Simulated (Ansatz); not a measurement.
Something may be wrong with this Ansatz 0.2.0 calculation of Ta2N.

Contents of run.py:

```python
import json

import ase.io
import numpy as np

import ansatz as az

atoms = ase.io.read("Ta2N.cif")
atoms.info.pop("occupancy", None)

calculation = (
    az.Crystal.from_ase(atoms)
    .calculation()
    .kpoints(10, 10, 6)
    .functional("revpbe")
    .pseudopotentials(kind="paw")
    .hubbard(projectors="all-electron-atomic")
    .hubbard("Ta", "d", u_eff=3.5)
    .scf(max_iterations=60)
    .mixing(algorithm="anderson", preconditioner="none", beta=1.0, ndim=1)
    .occupations(method="tetrahedron")
    .forces()
    .stress()
)
outcome = calculation.run(threads=2, events_out="events.jsonl")

report = outcome.report
for line in open("events.jsonl"):
    event = json.loads(line)
    if event["event"] == "scf_iter":
        d = event["data"]
        print(f"SCF {d['iter']:3d}  HF = {d['harris_foulkes_ev']:.6f} eV  dr2 = {d['dr2_ev']:.2e} eV")
    elif event["event"] in ("relax_step", "md_step"):
        d = event["data"]
        print(f"{event['event']} {d['step']:3d}  E = {d['lagrangian_ev']:.6f} eV")
np.set_printoptions(precision=5, suppress=True, linewidth=110)
print("converged:", report["converged"], "after", report["n_iterations"], "iterations")
print(f"free energy {report['free_energy_ev']:.6f} eV, Fermi level {report['fermi_energy_ev']:.4f} eV")
for key in ("band_edges_ev", "magnetization_mub", "site_moments_mub", "site_moments_nc_mub", "forces_ev_ang",
                "stress_gpa"):
    if report.get(key) is not None:
        print(key, np.array(report[key]), sep="\n")
```

File Ta2N.cif:

```cif
data_Ta2N
_cell_length_a 3.11286151
_cell_length_b 3.11286151
_cell_length_c 4.86984100
_cell_angle_alpha 90.00000000
_cell_angle_beta 90.00000000
_cell_angle_gamma 120.00000000
_space_group_name_H-M_alt 'P-3m1'
_space_group_name_Hall '-P 3 2"'
_space_group_IT_number 164
loop_
_space_group_symop_operation_xyz
'x,y,z'
'-x,-y,-z'
'-y,x-y,z'
'y,-x+y,-z'
'-x+y,-x,z'
'x-y,x,-z'
'y,x,-z'
'-y,-x,z'
'x-y,-y,-z'
'-x+y,y,z'
'-x,-x+y,-z'
'x,x-y,z'
loop_
_atom_site_label
_atom_site_type_symbol
_atom_site_symmetry_multiplicity
_atom_site_Wyckoff_symbol
_atom_site_fract_x
_atom_site_fract_y
_atom_site_fract_z
_atom_site_occupancy
Ta1 Ta 2 d 0.3333333333 0.6666666667 0.2547110000 1
N1 N 1 a 0.0000000000 0.0000000000 0.0000000000 1
```

Potentials or basis: Ansatz PAW.

Launch:

```bash
$ python run.py
```

Output:

```text
DeckWarning: output.forces, output.stress, relax.cell or npt_langevin: where a Kohn–Sham band that disperses or a degenerate level is filled in part under the method tetrahedron, the forces or the stress that this run publishes need not agree with its energy (scf.occupations.method in the input reference, under Limitations); prefer a smearing scheme for the forces or the stress
DeckWarning: basis.ecutwfc = 420 eV, auto-derived from the records' recommended cutoffs: set by Ta (normal level)
PlacementWarning: RAYON_NUM_THREADS=2 ignored (pool sized by the plan → 2); use plan(threads=…)
```

What happened, and what is wrong with the input?

The run was cut off at its time limit. The input holds a flaw that was put in on purpose: mixing far too strong (scf.mixing = algorithm anderson, beta 1.0, ndim 1, preconditioner none).
